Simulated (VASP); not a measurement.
Input of a VASP 6.6.1 run:

File INCAR:

```
SYSTEM = AgCl
  PREC = Accurate
  ENCUT = 600
  EDIFF = 1E-7
  ISMEAR = 0
  SIGMA = 0.03
  LREAL = .FALSE.
  LASPH = .TRUE.
  NELM = 80
  ALGO = Normal
  ISIF = 2
  LWAVE = .FALSE.
  LCHARG = .FALSE.
  METAGGA = R2SCAN
  LMIXTAU = .TRUE.
  IBRION = 2
  NSW = 40
  EDIFFG = -0.01
```

KPOINTS

```
regular mesh
0
G
  8 8 8
  0 0 0
```

Contents of POSCAR:

```
AgCl                                    
1.0
    0.0000000000      2.7533955408      2.7533955408
    2.7533955408     -0.0000000000      2.7533955408
    2.7533955408      2.7533955408      0.0000000000
  Ag              Cl            
     1     1
Direct
     1.0000000000000000    0.0000000000000000    1.0000000000000000
     0.5000000000000000    0.5000000000000000    0.5000000000000000
```

Potentials or basis: VASP PAW PBE potentials, release 64 (Ag, Cl).

The run is started by

```sh
$ cat potpaw_PBE.64/Ag/POTCAR potpaw_PBE.64/Cl/POTCAR > POTCAR
$ mpirun -np 1 vasp_std > vasp.out
```

(1) Estimate the band gap on the k mesh.

## Answers

(1) 1.42 eV, indirect (least direct gap 3.78 eV).

Caveat: the relaxation stopped at its first step, so nothing moved.
